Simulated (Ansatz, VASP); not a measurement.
# Ga in VASP and in Ansatz

```xyz
2
Lattice="2.7784 0.0000 0.0000 0.0000 3.2816 0.0000 -1.3434 0.0000 3.9903" Properties=species:S:1:pos:R:3 pbc="T T T"
Ga   -0.6658    2.4533    3.0615
Ga    2.0773    0.8443    0.9079
```

Change from the starting cell: atoms moved at random, drawn with an rms of 0.05 Å.

Alike in both runs: task single point; functional PBE; k mesh 10 × 8 × 7; occupations fermi-dirac, width 0.05 eV; no spin polarisation.

|  | VASP | Ansatz |
| --- | --- | --- |
| version | VASP 6.6.1 | Ansatz 0.2.0 |
| potentials or method | VASP PAW PBE potentials, release 64 (Ga_d), cutoff 520 eV | all-electron LAPW, scalar-relativistic |

VASP gave:

* gap on the k mesh at the Fermi level (eV): none
* pressure (GPa): 3.3
* largest component of the traceless stress (GPa): 1.19
* rms of the force components (eV/Å): 0.056

**Question.** What did Ansatz give for the same quantities?

**Answer.** gap on the k mesh at the Fermi level (eV): none; pressure (GPa): 3.1; largest component of the traceless stress (GPa): 1.16; rms of the force components (eV/Å): 0.057.

Atom by atom the forces differ by 0.001 eV/Å (rms over components). A gap of «none» marks a metal or a gap that the smearing closes. Ansatz ran all-electron here, so the differences hold the error of VASP's frozen core and of both bases.
